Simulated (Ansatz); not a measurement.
Field gradients against strain in GaAs

```
CELL_PARAMETERS angstrom
0.00000 2.82685 2.82685
2.82685 0.00000 2.82685
2.82685 2.82685 0.00000
ATOMIC_POSITIONS crystal
Ga 0.00000 0.00000 0.00000
As 0.75000 0.75000 0.75000
```

Atom numbers follow the list: Ga1, As2.

The cell is COD entry 9008845, as deposited and not checked against the literature; nothing was relaxed.

All numbers below come from DFT, LDA, all-electron PAW with datasets made for the crystal, scalar-relativistic in Ansatz 0.2.0.

The runs use a Γ-centred 11×11×11 k mesh, Fermi–Dirac smearing of 0.05 eV, cutoff 220 eV (chosen by the program for this cell), no spin polarisation.

The strain is applied along the Cartesian axes of the cell as listed (the other components stay zero). Fractional coordinates are held (clamped ions).

The columns are Cartesian components of the electric field gradient at the nuclei, in 10²¹ V/m².

Only quantities that a quadratic follows smoothly over the whole series are listed; rougher ones are left out.

| εzz | Vzz at Ga1 | Vzz at As2 |
| --- | --- | --- |
| -0.0300 | 0.57 | -0.74 |
| -0.0200 | 0.37 | -0.50 |
| 0.0000 | 0.00 | 0.00 |
| 0.0100 | -0.18 | 0.24 |
| 0.0200 | -0.36 | 0.48 |
| 0.0300 | -0.53 | 0.72 |

Fit the series and give the gradient–strain slopes.

Least-squares fits y = p0 + p1 x + p2 x² to the rows give Vzz at Ga1: p1 = -18.3, p2 = 22; Vzz at As2: p1 = 24.4, p2 = -9. The slopes p1 are in 10²¹ V/m² per unit strain, for clamped ions.

One run, at εzz = -0.0100, is withheld. Predict its row.

The fits give 0.18, -0.25; the run gave 0.18, -0.25.
